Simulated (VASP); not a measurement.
# PbS (Galena) (Fm-3m) in VASP: settings compared, part 2 of 2

VASP 6.6.1. The steps go on from the part before.

## Step 3: Single point, PBE

Input file INCAR:

```
SYSTEM = PbS
  PREC = Accurate
  ENCUT = 520
  EDIFF = 1E-7
  ISMEAR = 0
  SIGMA = 0.02
  LREAL = .FALSE.
  LASPH = .TRUE.
  NELM = 100
  ALGO = Fast
  ISIF = 2
  LWAVE = .FALSE.
  LCHARG = .TRUE.
  GGA = PE
  LELF = .TRUE.
  LVHAR = .TRUE.
  NBANDS = 17
```

Input file KPOINTS:

```
Automatic mesh
0
G
  8 8 8
  0 0 0
```

Input file POSCAR:

```
PbS
1.0
    0.0000000000      2.9657500000      2.9657500000
    2.9657500000      0.0000000000      2.9657500000
    2.9657500000      2.9657500000      0.0000000000
Pb S
1 1
Cartesian
    0.0000000000      0.0000000000      0.0000000000
    2.9657500000      2.9657500000      2.9657500000
```

Potentials or basis: VASP PAW PBE potentials, release 64 (Pb_d, S).

Launch:

```bash
cat potpaw_PBE.64/Pb_d/POTCAR potpaw_PBE.64/S/POTCAR > POTCAR
mpirun -np 1 vasp_std > vasp.out
```

Run time: 46 s. Hardware: 1 thread of AMD EPYC 7R13 (Zen 3), shared host; peak memory 0.15 GiB.

The run converged. Its results:

```yaml
Free_energy: -8.7560 eV
Pressure: 2.2 GPa
Band_gap_on_the_k_mesh: 0.36 eV, direct
```

Levels at points of the mesh, in eV from the valence-band top:
```csv
k point,band 7,band 8,band 9,band 10,band 11,band 12,band 13,band 14
"(0.00, 0.00, 0.00)",-6.04,-2.17,-2.17,-2.17,5.21,5.21,5.21,6.73
"(0.50, 0.00, 0.00)",-8.85,-1.78,-1.78,0.00,0.36,1.96,1.96,8.66
"(0.50, 0.50, 0.00)",-7.20,-5.20,-3.44,-3.44,3.86,5.58,5.68,5.68
```

Caveat: spin-orbit coupling is left out, which as a rule narrows the gap of such compounds by several tenths of an eV. A k mesh can miss the band edges.

## Step 4: Single point, PBE

Input file run.py:

```python
from ase.calculators.vasp import Vasp
from ase.dft.bandgap import bandgap
from ase.io import read

atoms = read('PbS.cif')
calc = Vasp(
    directory='calc',
    xc='pbe',
    pp='PBE',
    setups='recommended',
    prec='Accurate',
    encut=520,
    ediff=1e-07,
    ismear=0,
    sigma=0.02,
    lreal=False,
    lasph=True,
    nelm=100,
    algo='Fast',
    isif=2,
    lwave=False,
    lcharg=False,
    kpts=[8, 8, 8],
    gamma=True,
    nbands=17,
)
atoms.calc = calc

print('energy (eV):', atoms.get_potential_energy())
print('free energy (eV):', atoms.get_potential_energy(force_consistent=True))
print('forces (eV/A):')
print(atoms.get_forces())
print('stress (eV/A^3, Voigt):', atoms.get_stress())
print('Fermi level (eV):', calc.get_fermi_level())
gap, top, bottom = bandgap(calc)
print('band gap (eV):', gap, 'from (spin, k, band)', top, 'to', bottom)
```

Input file PbS.cif:

```cif
data_PbS
_cell_length_a 4.19420387
_cell_length_b 4.19420387
_cell_length_c 4.19420387
_cell_angle_alpha 60.00000000
_cell_angle_beta 60.00000000
_cell_angle_gamma 60.00000000
_space_group_name_H-M_alt 'P1'
_space_group_name_Hall 'P 1'
_space_group_IT_number 1
loop_
_space_group_symop_operation_xyz
'x,y,z'
loop_
_atom_site_label
_atom_site_type_symbol
_atom_site_symmetry_multiplicity
_atom_site_Wyckoff_symbol
_atom_site_fract_x
_atom_site_fract_y
_atom_site_fract_z
_atom_site_occupancy
Pb1 Pb 1 a 0.0000000000 0.0000000000 0.0000000000 1
S1 S 1 a 0.5000000000 0.5000000000 0.5000000000 1
```

Launch:

```bash
python run.py
```

Run time: 48 s. Hardware: 1 thread of AMD EPYC 7R13 (Zen 3), shared host; peak memory 0.15 GiB.

The run converged. Its results:

* Free energy: -8.7560 eV
* Pressure: 2.2 GPa
* Band gap on the k mesh: 0.36 eV, direct

Levels at points of the mesh, in eV from the valence-band top:
```csv
k point,band 6,band 7,band 8,band 9,band 10,band 11,band 12,band 13,band 14,band 15
"(0.00, 0.00, 0.00)",-13.60,-6.04,-2.17,-2.17,-2.17,5.21,5.21,5.21,6.73,6.73
"(0.50, 0.00, 0.00)",-12.36,-8.85,-1.78,-1.78,0.00,0.36,1.96,1.96,8.66,10.12
"(0.50, 0.50, 0.00)",-11.93,-7.20,-5.20,-3.44,-3.44,3.86,5.58,5.68,5.68,11.17
```

Caveat: spin-orbit coupling is left out, which as a rule narrows the gap of such compounds by several tenths of an eV.

## Step 5: Single point, PBE

Input file INCAR:

```
PREC = Accurate ; ENCUT = 520
EDIFF = 1E-7 ; ISMEAR = 0
SIGMA = 0.022 ; LREAL = False
LASPH = True ; NELM = 80
ALGO = Normal ; ISIF = 2
LWAVE = False ; LCHARG = False
GGA = PE
```

Input file KPOINTS:

```
regular mesh
0
Gamma
  8 8 8
```

Edit POSCAR of step 3 so:

```diff
@@ -7,4 +7,4 @@
 1 1
-Cartesian
+Direct
     0.0000000000      0.0000000000      0.0000000000
-    2.9657500000      2.9657500000      2.9657500000
+    0.5000000000      0.5000000000      0.5000000000
```

Potentials or basis: VASP PAW PBE potentials, release 64 (Pb_d, S).

Launch:

```bash
cat potpaw_PBE.64/Pb_d/POTCAR potpaw_PBE.64/S/POTCAR > POTCAR
mpirun -np 1 vasp_std > vasp.out
```

OUTCAR:

```text
PREC = Accurate
   ENCUT = 520
   EDIFF = 1E-7
   ISMEAR = 0
   LREAL = False
   LASPH = True
   NELM = 80
   ISIF = 2
   GGA = PE

 ion  position               nearest neighbor table
   1  0.000  0.000  0.000-   2 2.97   2 2.97   2 2.97   2 2.97   2 2.97   2 2.97
   2  0.500  0.500  0.500-   1 2.97   1 2.97   1 2.97   1 2.97   1 2.97   1 2.97

  LATTYP: Found a face centered cubic cell.
 ALAT       =     5.9315000000

  Lattice vectors:

 A1 = (   0.0000000000,   2.9657500000,   2.9657500000)
[... 595 lines left out ...]
------------------------ aborting loop because EDIFF is reached ----------------------------------------

  FORCE on cell =-STRESS in cart. coord.  units (eV):
  Direction    XX          YY          ZZ          XY          YZ          ZX
  --------------------------------------------------------------------------------------
  -------------------------------------------------------------------------------------
  Total        0.7030399      0.7030399      0.7030399     -0.0000000      0.0000000      0.0000000
  in kB       21.5902130     21.5902130     21.5902130     -0.0000000      0.0000000      0.0000000
  external PRESSURE =      21.5902130 kB  Pullay stress =       0.0000000 kB

 VOLUME and BASIS-vectors are now :
 -----------------------------------------------------------------------------
  energy-cutoff  :      520.00
  volume of cell :       52.17
      direct lattice vectors                 reciprocal lattice vectors
     0.000000000  2.965750000  2.965750000    -0.168591419  0.168591419  0.168591419
     2.965750000  0.000000000  2.965750000     0.168591419 -0.168591419  0.168591419
     2.965750000  2.965750000  0.000000000     0.168591419  0.168591419 -0.168591419

 POSITION                                       TOTAL-FORCE (eV/Angst)
 -----------------------------------------------------------------------------------
      0.00000      0.00000      0.00000        -0.000000     -0.000000      0.000000
      2.96575      2.96575      2.96575         0.000000      0.000000     -0.000000
 -----------------------------------------------------------------------------------
    total drift:                                0.000000     -0.000000     -0.000000

  FREE ENERGIE OF THE ION-ELECTRON SYSTEM (eV)
  ---------------------------------------------------
  free  energy   TOTEN  =        -8.7560460637 eV

  energy  without entropy=       -8.7560460637  energy(sigma->0) =       -8.75604606
```

OSZICAR:

```text
N       E                     dE             d eps       ncg     rms          rms(c)
DAV:   1     0.158381546300E+03    0.15838E+03   -0.98223E+03   812   0.151E+03
DAV:   2     0.386166237394E+01   -0.15452E+03   -0.15096E+03   860   0.357E+02
DAV:   3    -0.890628418681E+01   -0.12768E+02   -0.12695E+02  1082   0.107E+02
DAV:   4    -0.922766654811E+01   -0.32138E+00   -0.32124E+00   910   0.199E+01
DAV:   5    -0.923875367845E+01   -0.11087E-01   -0.11087E-01  1206   0.358E+00    0.463E+00
DAV:   6    -0.875188627209E+01    0.48687E+00   -0.14881E+00  1222   0.969E+00    0.329E+00
DAV:   7    -0.875258347939E+01   -0.69721E-03   -0.15143E-01   876   0.224E+00    0.187E+00
DAV:   8    -0.875621483906E+01   -0.36314E-02   -0.15841E-02   890   0.163E+00    0.231E-01
DAV:   9    -0.875586415988E+01    0.35068E-03   -0.32187E-03  1248   0.590E-01    0.871E-02
DAV:  10    -0.875603628483E+01   -0.17212E-03   -0.34207E-04   860   0.128E-01    0.469E-02
DAV:  11    -0.875604490770E+01   -0.86229E-05   -0.75292E-05   996   0.108E-01    0.157E-02
DAV:  12    -0.875604589034E+01   -0.98264E-06   -0.47466E-06  1046   0.231E-02    0.187E-03
DAV:  13    -0.875604599894E+01   -0.10859E-06   -0.12553E-07   724   0.487E-03    0.200E-03
DAV:  14    -0.875604606375E+01   -0.64811E-07   -0.15510E-07   774   0.301E-03
   1 F= -.87560461E+01 E0= -.87560461E+01  d E =-.440297E-13
```

stdout:

```text
POSCAR found type information on POSCAR PbS
 POSCAR found :  2 types and       2 ions
 scaLAPACK will be used
 LDA part: xc-table for (Slater+PW92), standard interpolation
 POSCAR, INCAR and KPOINTS ok, starting setup
 FFT: planning ... GRIDC
 FFT: planning ... GRID_SOFT
 FFT: planning ... GRID
 WAVECAR not read
 entering main loop
```

It took 11 s on 1 thread of Intel Xeon 6975P-C (Granite Rapids), shared host; peak memory 0.18 GiB.

Results:

- Free energy: -8.7560 eV
- Pressure: 2.2 GPa
- Band gap on the k mesh: 0.36 eV, direct

Levels at points of the mesh, in eV from the valence-band top:
```tsv
k point	band 8	band 9	band 10	band 11	band 12	band 13
(0.00, 0.00, 0.00)	-2.17	-2.17	-2.17	5.21	5.21	5.21
(0.50, 0.00, 0.00)	-1.78	-1.78	0.00	0.36	1.96	1.96
(0.50, 0.50, 0.00)	-5.20	-3.44	-3.44	3.86	5.58	5.68
```

Caveat: spin-orbit coupling is left out, which as a rule narrows the gap of such compounds by several tenths of an eV. A k mesh can miss the band edges.

## Step 6: Overview

```tsv
level	potentials or basis	cutoff (eV)	smearing	gap on the mesh (eV)	pressure (GPa)
PBEsol	VASP PAW PBE potentials, release 64 (Pb, S)	500	gaussian 0.05 eV	0.25	-1.1
PBE	VASP PAW PBE potentials, release 64 (Pb_d, S)	520	gaussian 0.02 eV	0.36	2.2
PBE	VASP PAW PBE potentials, release 64 (Pb_d, S)	520	gaussian 0.022 eV	0.36	2.2
```

Alike in all rows: task single point; no spin polarisation; cell as given; k mesh 8 × 8 × 8.

Caveats: spin-orbit coupling is left out, which as a rule narrows the gap of such compounds by several tenths of an eV; the PAW data sets were made with another functional, which shifts forces and pressure a little (some runs).

Total energies depend on the potentials used, so only differences within one code and one set of settings carry meaning.
